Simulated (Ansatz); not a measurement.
# Na2S: the cost of one run

Program: Ansatz 0.2.0. Level of theory: DFT, levels as named, plane waves, PAW. These are calculated values, not measurements.

### Step 1. The structure to begin with

It takes space group Fm-3m (No. 225, cubic). Conventional cell: a = 6.547 Å, b = 6.547 Å, c = 6.547 Å, α = 90.00°, β = 90.00°, γ = 90.00°. Na (site symmetry -43m) has 4 S at 2.83 Å as nearest neighbours. S (site symmetry m-3m) has 8 Na at 2.83 Å as nearest neighbours.

Coordinates:

```
Na S
1.0
     0.00000    3.27350    3.27350
     3.27350    0.00000    3.27350
     3.27350    3.27350    0.00000
Na S
2 1
Direct
  0.25000 0.25000 0.25000
  0.75000 0.75000 0.75000
  0.00000 0.00000 0.00000
```

### Step 2. Relaxation with PBE

The input, input.yaml:

```yaml
crystal:
  lattice:
    - [0.0, 3.2735, 3.2735]
    - [3.2735, 0.0, 3.2735]
    - [3.2735, 3.2735, 0.0]
  atoms:
    - { symbol: Na, position: [0.25, 0.25, 0.25] }
    - { symbol: Na, position: [0.75, 0.75, 0.75] }
    - { symbol: S, position: [0.0, 0.0, 0.0] }
  symmetry: { tolerance: 0.0003 }
hamiltonian:
  xc: pbe
  pseudopotentials: { kind: paw, azcp: { folder: soft_1 } }
basis:
  ecutwfc: 420
magnetization:
  spin_polarized: false
scf:
  occupations: { method: fermi_dirac, width: 0.02 }
kpoints:
  mp_grid: { grid: [8, 8, 8], shift: [0, 0, 0] }
output:
  forces: true
  stress: true
  eigenvalues: true
relax:
  max_steps: 60
  cell: {}
```

Started as:

```sh
$ ansatz run input.yaml --threads 2 --pin off --max-ram 5632MiB --backend cpu --events-out ev --progress --plain --runs-dir out
```

**Question.** How long does this run take on 2 threads of Arm Neoverse V1, shared host, and how much memory does it need?

About 5 s, with a peak of 0.32 GiB.
